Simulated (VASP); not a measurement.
# HfS2 (P-3m1) in VASP: notebook

One crystal, HfS2, is run at these levels: PBE, HSE06, PBE0, PBE-EpsX; tasks: band structure.

Program: VASP 6.6.1. These are calculated values, not measurements. Logs are shortened: lines on timing, memory, paths and dates and some standing lists are left out, and cuts for length are marked.

**What was measured.**

From “Stress-Tuned Optical Transitions in Layered 1T-MX2 (M=Hf, Zr, Sn; X=S, Se) Crystals”, 2022, pmc:9565717, for a bulk crystal of HfS2: band gap 1.96 eV (indirect).

“Stress-Tuned Optical Transitions in Layered 1T-MX2 (M= Hf, Zr, Sn; X= S, Se) Crystals”, 2022, arxiv:2210.12074 quotes, for a bulk crystal of HfS2: band gap 1.96 eV (indirect).

How close the calculation comes is told below.

### 1 The crystal as given

The structure is trigonal, space group P-3m1 (No. 164). The conventional cell has a = 3.599 Å, b = 3.599 Å, c = 5.765 Å, α = 90.00°, β = 90.00°, γ = 120.00°. Hf (site symmetry -3m) is surrounded by 6 S at 2.54 Å. S (site symmetry 3m) is surrounded by 3 Hf at 2.54 Å.

The cell is a database's computed one.

### 2 Band structure, PBE

Input file INCAR:

```
SYSTEM = HfS2
  PREC = Accurate
  ENCUT = 520
  EDIFF = 1E-6
  ISMEAR = 0
  SIGMA = 0.03
  LREAL = .FALSE.
  LASPH = .TRUE.
  NELM = 80
  ALGO = Normal
  ISIF = 2
  LWAVE = .FALSE.
  LCHARG = .FALSE.
  LMAXMIX = 4
  GGA = PE
  KPAR = 4
```

Input file KPOINTS:

```
regular mesh
0
G
  6 6 3
  0 0 0
```

Input file POSCAR:

```
HfS2                                    
1.0
    3.5993616643      0.0000000000      0.0000000000
   -1.7996808321      3.1171386387     -0.0000000000
    0.0000000000     -0.0000000000      5.7653282268
  Hf              S             
     1     2
Direct
     0.0000000000000000    0.0000000000000000    1.0000000000000000
     0.6666666699999979    0.3333333300000021    0.7478869565154750
     0.3333333300000021    0.6666666699999979    0.2521130434845251
```

Input file KPOINTS_OPT:

```
explicit points
6
Reciprocal
 0.0000000000  0.0000000000  0.0000000000 1
 0.0000000000  0.0000000000  0.5000000000 1
 0.3333333333  0.3333333333  0.5000000000 1
 0.3333333333  0.3333333333  0.0000000000 1
 0.5000000000  0.0000000000  0.5000000000 1
 0.5000000000  0.0000000000  0.0000000000 1
```

Potentials or basis: VASP PAW PBE potentials, release 64 (Hf_pv, S).

Started as:

```console
$ cat potpaw_PBE.64/Hf_pv/POTCAR potpaw_PBE.64/S/POTCAR > POTCAR
$ mpirun -np 4 vasp_std > vasp.out
```

OUTCAR:

```text
SYSTEM = HfS2
   PREC = Accurate
   ENCUT = 520
   EDIFF = 1E-6
   ISMEAR = 0
   LREAL = .FALSE.
   LASPH = .TRUE.
   NELM = 80
   ISIF = 2
   GGA = PE

 ion  position               nearest neighbor table
   1  0.000  0.000  0.000-   2 2.54   3 2.54   3 2.54   2 2.54   2 2.54   3 2.54
   2  0.667  0.333  0.748-   1 2.54   1 2.54   1 2.54
   3  0.333  0.667  0.252-   1 2.54   1 2.54   1 2.54

  LATTYP: Found a hexagonal cell.
 ALAT       =     3.5993616643
 C/A-ratio  =     1.6017640806

  Lattice vectors:

 A1 = (   3.5993616643,   0.0000000000,   0.0000000000)
 A2 = (  -1.7996808321,   3.1171386387,   0.0000000000)
 A3 = (   0.0000000000,   0.0000000000,   5.7653282268)

Analysis of symmetry for initial positions (statically):
=====================================================================
 Subroutine PRICEL returns:
 Original cell was already a primitive cell.

 Routine SETGRP: Setting up the symmetry group for a
 hexagonal supercell.

 Subroutine GETGRP returns: Found 12 space group operations
 (whereof 12 operations were pure point group operations)
 out of a pool of 24 trial point group operations.

The static configuration has the point symmetry D_3d.

Analysis of symmetry for dynamics (positions and initial velocities):
=====================================================================
 Subroutine PRICEL returns:
 Original cell was already a primitive cell.

 Routine SETGRP: Setting up the symmetry group for a
 hexagonal supercell.

 Subroutine GETGRP returns: Found 12 space group operations
 (whereof 12 operations were pure point group operations)
 out of a pool of 24 trial point group operations.

The dynamic configuration has the point symmetry D_3d.

 Subroutine INISYM returns: Found 12 space group operations
 (whereof 12 operations are pure point group operations),
 and found     1 'primitive' translations

----------------------------------------------------------------------------------------

                                     Primitive cell

  volume of cell :      64.6853

  direct lattice vectors                    reciprocal lattice vectors
     3.599361664  0.000000000  0.000000000     0.277827041  0.160403517  0.000000000
    -1.799680832  3.117138639  0.000000000     0.000000000  0.320807034  0.000000000
     0.000000000  0.000000000  5.765328227     0.000000000  0.000000000  0.173450662

  length of vectors
     3.599361664  3.599361664  5.765328227     0.320807034  0.320807034  0.173450662

  position of ions in fractional coordinates (direct lattice)
     0.000000000  0.000000000  0.000000000
     0.666666670  0.333333330  0.747886957
     0.333333330  0.666666670  0.252113043

  ion indices of the primitive-cell ions
   primitive index   ion index
                 1           1
                 2           2
                 3           3

----------------------------------------------------------------------------------------

 KPOINTS: regular mesh

Automatic generation of k-mesh.
 Grid dimensions read from file:
 generate k-points for:    6    6    3

 Generating k-lattice:

  Cartesian coordinates                     Fractional coordinates (reciprocal lattice)
     0.046304507  0.026733919  0.000000000     0.166666667  0.000000000  0.000000000
     0.000000000  0.053467839  0.000000000     0.000000000  0.166666667  0.000000000
     0.000000000  0.000000000  0.057816887     0.000000000  0.000000000  0.333333333

  Length of vectors
     0.053467839  0.053467839  0.057816887

  Shift w.r.t. Gamma in fractional coordinates (k-lattice)
     0.000000000  0.000000000  0.000000000

 Subroutine IBZKPT returns following result:
 ===========================================

 Found     17 irreducible k-points:

 Following reciprocal coordinates:
            Coordinates               Weight
  0.000000  0.000000  0.000000      1.000000
  0.166667 -0.000000  0.000000      6.000000
  0.333333  0.000000  0.000000      6.000000
  0.500000 -0.000000  0.000000      3.000000
  0.166667  0.166667  0.000000      6.000000
[... 47 lines left out ...]
      2     -26.9697      2.00000
      3     -26.9697      2.00000
      4      -9.5850      2.00000
      5      -7.7637      2.00000
      6      -1.3284      2.00000
      7       0.8638      2.00000
      8       0.8638      2.00000
      9       3.5849      2.00000
     10       3.5849      2.00000
     11       3.7463      2.00000
     12       5.6247      0.00000
     13       5.6247      0.00000
     14       6.1734      0.00000
     15       8.9650      0.00000

 k-point     2 :       0.1667   -0.0000    0.0000
  band No.  band energies     occupation
      1     -27.0806      2.00000
      2     -27.0232      2.00000
      3     -26.9817      2.00000
      4      -9.2638      2.00000
      5      -7.8168      2.00000
      6      -0.9226      2.00000
      7       0.5626      2.00000
      8       1.0174      2.00000
      9       1.9563      2.00000
     10       2.9542      2.00000
     11       3.5725      2.00000
     12       5.4720      0.00000
     13       6.3763      0.00000
     14       6.6438      0.00000
     15       8.7294      0.00000

 k-point     3 :       0.3333    0.0000    0.0000
  band No.  band energies     occupation
      1     -27.1286      2.00000
      2     -27.0592      2.00000
      3     -27.0056      2.00000
      4      -8.5469      2.00000
      5      -7.9021      2.00000
      6      -0.5114      2.00000
      7       0.2983      2.00000
      8       0.5870      2.00000
      9       1.1930      2.00000
     10       2.3684      2.00000
     11       2.4783      2.00000
     12       4.9690      0.00000
     13       7.2704      0.00000
     14       7.5278      0.00000
     15       9.7276      0.00000
[... 217 lines left out ...]
 k-point    16 :      -0.1667    0.5000    0.3333
  band No.  band energies     occupation
      1     -27.1528      2.00000
      2     -27.0502      2.00000
      3     -27.0443      2.00000
      4      -8.2242      2.00000
      5      -7.8179      2.00000
      6      -0.9398      2.00000
      7      -0.1420      2.00000
      8       0.9130      2.00000
      9       1.4603      2.00000
     10       1.6102      2.00000
     11       2.4783      2.00000
     12       5.5076      0.00000
     13       7.1357      0.00000
     14       7.7935      0.00000
     15       9.0489      0.00000

 k-point    17 :       0.3333    0.3333    0.3333
  band No.  band energies     occupation
      1     -27.1152      2.00000
      2     -27.1152      2.00000
      3     -27.0441      2.00000
      4      -7.9239      2.00000
      5      -7.9239      2.00000
      6      -0.2182      2.00000
      7      -0.1289      2.00000
      8      -0.1289      2.00000
      9       1.5023      2.00000
     10       1.7005      2.00000
     11       1.7005      2.00000
     12       6.4256      0.00000
     13       7.0313      0.00000
     14       7.0313      0.00000
     15       9.8460      0.00000

------------------------ aborting loop because EDIFF is reached ----------------------------------------

  FORCE on cell =-STRESS in cart. coord.  units (eV):
  Direction    XX          YY          ZZ          XY          YZ          ZX
  --------------------------------------------------------------------------------------
  -------------------------------------------------------------------------------------
  Total        1.1483647      1.1483647      1.0991795      0.0000000     -0.0000000     -0.0000000
  in kB       28.4436141     28.4436141     27.2253547      0.0000000     -0.0000000     -0.0000000
  external PRESSURE =      28.0375276 kB  Pullay stress =       0.0000000 kB

 VOLUME and BASIS-vectors are now :
 -----------------------------------------------------------------------------
  energy-cutoff  :      520.00
  volume of cell :       64.69
      direct lattice vectors                 reciprocal lattice vectors
     3.599361664  0.000000000  0.000000000     0.277827041  0.160403517  0.000000000
    -1.799680832  3.117138639  0.000000000     0.000000000  0.320807034  0.000000000
     0.000000000  0.000000000  5.765328227     0.000000000  0.000000000  0.173450662

 POSITION                                       TOTAL-FORCE (eV/Angst)
 -----------------------------------------------------------------------------------
      0.00000      0.00000      0.00000        -0.000000      0.000000      0.000000
      1.79968      1.03905      4.31181        -0.000000      0.000000      0.021252
     -0.00000      2.07809      1.45351         0.000000      0.000000     -0.021252
 -----------------------------------------------------------------------------------
    total drift:                                0.000000      0.000000     -0.000000

  FREE ENERGIE OF THE ION-ELECTRON SYSTEM (eV)
  ---------------------------------------------------
  free  energy   TOTEN  =       -22.8486469039 eV

  energy  without entropy=      -22.8486469039  energy(sigma->0) =      -22.84864690
```

It took 5 s on 4 MPI ranks of Intel Xeon 6975P-C (Granite Rapids), shared host; peak memory 0.19 GiB.

What came out:

```yaml
Free_energy: -22.8486 eV
Pressure: 2.8 GPa
Largest_force: 0.021 eV/Å
Band_gap_on_the_k_mesh: 0.94 eV, indirect (least direct gap 1.80 eV)
Band_gap_along_the_path: 0.87 eV, indirect (least direct gap 1.82 eV)
```

Forces on the atoms (eV/Å):
```
Hf   0.000  0.000  0.000
S    0.000  0.000  0.021
S    0.000  0.000 -0.021
```

Caveat: spin-orbit coupling is left out, which moves the levels of the heavy elements; this functional lacks dispersion, which binds the layers, so the pressure and a relaxed spacing across them are unreliable.

### 3 Band structure, HSE06

POSCAR is that of step 2.

Input file INCAR.step1:

```
SYSTEM = HfS2
  PREC = Accurate
  ENCUT = 520
  EDIFF = 1E-5
  ISMEAR = 0
  SIGMA = 0.03
  LREAL = .FALSE.
  LASPH = .TRUE.
  NELM = 80
  ALGO = Normal
  ISIF = 2
  LWAVE = .TRUE.
  LCHARG = .FALSE.
  LMAXMIX = 4
  KPAR = 4
  GGA = PE
```

Input file INCAR.step2:

```
SYSTEM = HfS2
  PREC = Accurate
  ENCUT = 520
  EDIFF = 1E-6
  ISMEAR = 0
  SIGMA = 0.03
  LREAL = .FALSE.
  LASPH = .TRUE.
  NELM = 80
  ALGO = Normal
  ISIF = 2
  LWAVE = .FALSE.
  LCHARG = .FALSE.
  LMAXMIX = 4
  GGA = PE
  LHFCALC = .TRUE.
  HFSCREEN = 0.2
  PRECFOCK = Fast
  KPAR = 4
  ISTART = 1
```

KPOINTS is that of step 2.

KPOINTS_OPT is that of step 2.

Potentials or basis: VASP PAW PBE potentials, release 64 (Hf_pv, S).

Started as:

```console
$ cat potpaw_PBE.64/Hf_pv/POTCAR potpaw_PBE.64/S/POTCAR > POTCAR
$ cp INCAR.step1 INCAR
$ mpirun -np 4 vasp_std > vasp.out
$ cp INCAR.step2 INCAR
$ mpirun -np 4 vasp_std > vasp.out
```

Run time: 4.1 min. Hardware: 4 MPI ranks of Intel Xeon 6975P-C (Granite Rapids), shared host; peak memory 0.32 GiB.

The run converged. Its results:

| Item | Value |
| --- | --- |
| Free energy | -26.9773 eV |
| Pressure | 1.1 GPa |
| Largest force | 0.288 eV/Å |
| Band gap on the k mesh | 1.71 eV, indirect (least direct gap 2.71 eV) |
| Band gap along the path | 1.65 eV, indirect (least direct gap 2.74 eV) |

Forces in eV/Å, atoms in the order of the input:
```
Hf   0.000  0.000  0.000
S    0.000  0.000  0.288
S    0.000  0.000 -0.288
```

Stress tensor (GPa, compression positive):
```
1.24 0.00 0.00
0.00 1.24 0.00
0.00 0.00 0.84
```

Levels at points of the mesh, in eV from the valence-band top:
```csv
k point,band 9,band 10,band 11,band 12,band 13,band 14
"(0.00, 0.00, 0.00)",-0.18,-0.18,0.00,2.78,2.78,3.40
"(0.50, 0.00, 0.00)",-2.88,-2.48,-1.66,1.80,5.13,5.20
```

Caveat: the PAW data sets were made with another functional, which shifts forces and pressure a little; spin-orbit coupling is left out, which moves the levels of the heavy elements; this functional lacks dispersion, which binds the layers, so the pressure and a relaxed spacing across them are unreliable.

### 4 Band structure, PBE0

POSCAR is that of step 3.

INCAR.step1 is that of step 3.

INCAR.step2, as its differences from that of step 3:

```diff
@@ -16,4 +16,5 @@
   LHFCALC = .TRUE.
-  HFSCREEN = 0.2
+  AEXX = 0.25
   PRECFOCK = Fast
+  HFRCUT = -1
   KPAR = 4
```

KPOINTS is that of step 3.

KPOINTS_OPT is that of step 3.

Started as:

```console
$ cat potpaw_PBE.64/Hf_pv/POTCAR potpaw_PBE.64/S/POTCAR > POTCAR
$ cp INCAR.step1 INCAR
$ mpirun -np 4 vasp_std > vasp.out
$ cp INCAR.step2 INCAR
$ mpirun -np 4 vasp_std > vasp.out
```

Wall time 3.9 min (4 MPI ranks of Intel Xeon 6975P-C (Granite Rapids), shared host); peak memory 0.23 GiB.

It converged, with:

| Quantity | Value |
| --- | --- |
| Free energy | -28.9844 eV |
| Pressure | 1.0 GPa |
| Largest force | 0.280 eV/Å |
| Band gap on the k mesh | 2.39 eV, indirect (least direct gap 3.40 eV) |
| Band gap along the path | 2.32 eV, indirect (least direct gap 3.39 eV) |

Forces on the atoms (eV/Å):
```
Hf   0.000  0.000  0.000
S    0.000  0.000  0.280
S    0.000  0.000 -0.280
```

Stress tensor (GPa, compression positive):
```
1.21 0.00 0.00
0.00 1.21 0.00
0.00 0.00 0.72
```

Levels at points of the mesh, in eV from the valence-band top:
```csv
k point,band 9,band 10,band 11,band 12,band 13,band 14
"(0.00, 0.00, 0.00)",-0.16,-0.16,0.00,3.46,3.46,4.12
"(0.50, 0.00, 0.00)",-2.92,-2.51,-1.67,2.48,5.84,5.91
```

Caveat: the PAW data sets were made with another functional, which shifts forces and pressure a little; spin-orbit coupling is left out, which moves the levels of the heavy elements; this functional lacks dispersion, which binds the layers, so the pressure and a relaxed spacing across them are unreliable.

### 5 Band structure, PBE-EpsX

POSCAR is that of step 4.

Input file INCAR.step1:

```
SYSTEM = HfS2
  PREC = Accurate
  ENCUT = 520
  EDIFF = 1E-8
  ISMEAR = 0
  SIGMA = 0.03
  LREAL = .FALSE.
  LASPH = .TRUE.
  NELM = 80
  ALGO = Normal
  ISIF = 2
  LWAVE = .FALSE.
  LCHARG = .FALSE.
  LMAXMIX = 4
  KPAR = 4
  GGA = PE
  LEPSILON = .TRUE.
```

Input file KPOINTS.step1:

```
Automatic mesh
0
G
  9 9 5
  0 0 0
```

Input file INCAR.step2:

```
SYSTEM = HfS2
  PREC = Accurate
  ENCUT = 520
  EDIFF = 1E-5
  ISMEAR = 0
  SIGMA = 0.03
  LREAL = .FALSE.
  LASPH = .TRUE.
  NELM = 80
  ALGO = Normal
  ISIF = 2
  LWAVE = .TRUE.
  LCHARG = .FALSE.
  LMAXMIX = 4
  KPAR = 4
  GGA = PE
```

Input file KPOINTS.step2:

```
regular mesh
0
G
  6 6 3
  0 0 0
```

Input file INCAR.step3:

```
SYSTEM = HfS2
  PREC = Accurate
  ENCUT = 520
  EDIFF = 1E-6
  ISMEAR = 0
  SIGMA = 0.03
  LREAL = .FALSE.
  LASPH = .TRUE.
  NELM = 80
  ALGO = Normal
  ISIF = 2
  LWAVE = .FALSE.
  LCHARG = .FALSE.
  LMAXMIX = 4
  GGA = PE
  LHFCALC = .TRUE.
  AEXX = 0.1076
  PRECFOCK = Fast
  HFRCUT = -1
  KPAR = 4
  ISTART = 1
```

Input file KPOINTS.step3:

```
regular mesh
0
G
  6 6 3
  0 0 0
```

KPOINTS_OPT is that of step 4.

Started as:

```console
$ cat potpaw_PBE.64/Hf_pv/POTCAR potpaw_PBE.64/S/POTCAR > POTCAR
$ cp INCAR.step1 INCAR
$ cp KPOINTS.step1 KPOINTS
$ mpirun -np 4 vasp_std > vasp.out
$ cp INCAR.step2 INCAR
$ cp KPOINTS.step2 KPOINTS
$ mpirun -np 4 vasp_std > vasp.out
$ cp INCAR.step3 INCAR
$ cp KPOINTS.step3 KPOINTS
$ mpirun -np 4 vasp_std > vasp.out
```

It took 5.1 min on 4 MPI ranks of Intel Xeon 6975P-C (Granite Rapids), shared host; peak memory 0.45 GiB.

Results (log left out):

```
Free energy             : -25.4693 eV
Pressure                : 2.0 GPa
Largest force           : 0.137 eV/Å
Band gap on the k mesh  : 1.55 eV, indirect (least direct gap 2.48 eV)
Band gap along the path : 1.47 eV, indirect (least direct gap 2.48 eV)
```

Forces on the atoms (eV/Å):
```
Hf   0.000  0.000  0.000
S    0.000  0.000  0.137
S    0.000  0.000 -0.137
```

Stress tensor (GPa, compression positive):
```
2.10 0.00 0.00
0.00 2.10 0.00
0.00 0.00 1.82
```

Levels at points of the mesh, in eV from the valence-band top:
```tsv
k point	band 7	band 8	band 9	band 10	band 11	band 12	band 13	band 14	band 15
(0.00, 0.00, 0.00)	-3.05	-3.05	-0.16	-0.16	0.00	2.54	2.54	3.14	5.94
(0.50, 0.00, 0.00)	-3.16	-2.86	-2.73	-2.34	-1.56	1.63	4.79	4.86	6.92
```

Caveat: the PAW data sets were made with another functional, which shifts forces and pressure a little; spin-orbit coupling is left out, which moves the levels of the heavy elements.

### 6 Overview

| level | screening parameter | exchange at q = 0 | share of exact exchange | gap on the mesh (eV) | pressure (GPa) | largest force (eV/Å) |
| --- | --- | --- | --- | --- | --- | --- |
| PBE | - | - | - | 0.94 | 2.8 | 0.02 |
| HSE06 | 0.2 1/A | - | - | 1.71 | 1.1 | 0.29 |
| PBE0 | - | truncated | - | 2.39 | 1.0 | 0.28 |
| PBE-EpsX | - | truncated | 0.1076 | 1.55 | 2.0 | 0.14 |

Alike in all rows: task band structure; potentials or basis VASP PAW PBE potentials, release 64 (Hf_pv, S); no spin polarisation; cell as given; k mesh 6 × 6 × 3; cutoff (eV) 520; smearing gaussian 0.03 eV.

On the cell as given the gap runs from 0.87 eV (PBE) to 2.32 eV (PBE0). The pressure there spans 1.0 GPa (PBE0) to 2.8 GPa (PBE); a positive pressure means that this level wants a larger cell, a negative one a smaller.

Caveats: spin-orbit coupling is left out, which moves the levels of the heavy elements; this functional lacks dispersion, which binds the layers, so the pressure and a relaxed spacing across them are unreliable (some runs); the PAW data sets were made with another functional, which shifts forces and pressure a little (some runs).

Absolute energies hang on the potentials; compare differences alone.

### 7 Against experiment

Step 2. A measured gap of HfS2 is 1.96 eV (indirect; quoted in “Stress-Tuned Optical Transitions in Layered 1T-MX2 (M=Hf, Zr, Sn; X=S, Se) Crystals”, 2022, pmc:9565717); the calculated 0.87 eV misses it by -1.09 eV. So large a miss can be the level of theory's own, or it may mean another phase, state or a wrong row. Spin-orbit coupling on Hf is left out. The value is that of PBE, without temperature or zero-point motion. Semilocal functionals fall short of measured gaps as a rule. The cell is a database's relaxed one, not the measured one, which moves gaps too.

Step 3. A measured gap of HfS2 is 1.96 eV (indirect; quoted in “Stress-Tuned Optical Transitions in Layered 1T-MX2 (M= Hf, Zr, Sn; X= S, Se) Crystals”, 2022, arxiv:2210.12074); the calculated 1.65 eV misses it by -0.31 eV. Spin-orbit coupling on Hf is left out. The value is that of HSE06, without temperature or zero-point motion. The cell is a database's relaxed one, not the measured one, which moves gaps too.

Step 4. A measured gap of HfS2 is 1.96 eV (indirect; quoted in “Stress-Tuned Optical Transitions in Layered 1T-MX2 (M=Hf, Zr, Sn; X=S, Se) Crystals”, 2022, pmc:9565717); the calculated 2.32 eV misses it by +0.36 eV. Spin-orbit coupling on Hf is left out. The value is that of PBE0, without temperature or zero-point motion. The cell is a database's relaxed one, not the measured one, which moves gaps too.

Step 5. Measured gap of HfS2: 1.96 eV (indirect; quoted in “Stress-Tuned Optical Transitions in Layered 1T-MX2 (M=Hf, Zr, Sn; X=S, Se) Crystals”, 2022, pmc:9565717). This calculation gives 1.47 eV (-0.49 eV). Spin-orbit coupling on Hf is left out. The value is that of PBE-EpsX, without temperature or zero-point motion. The cell is a database's relaxed one, not the measured one, which moves gaps too.
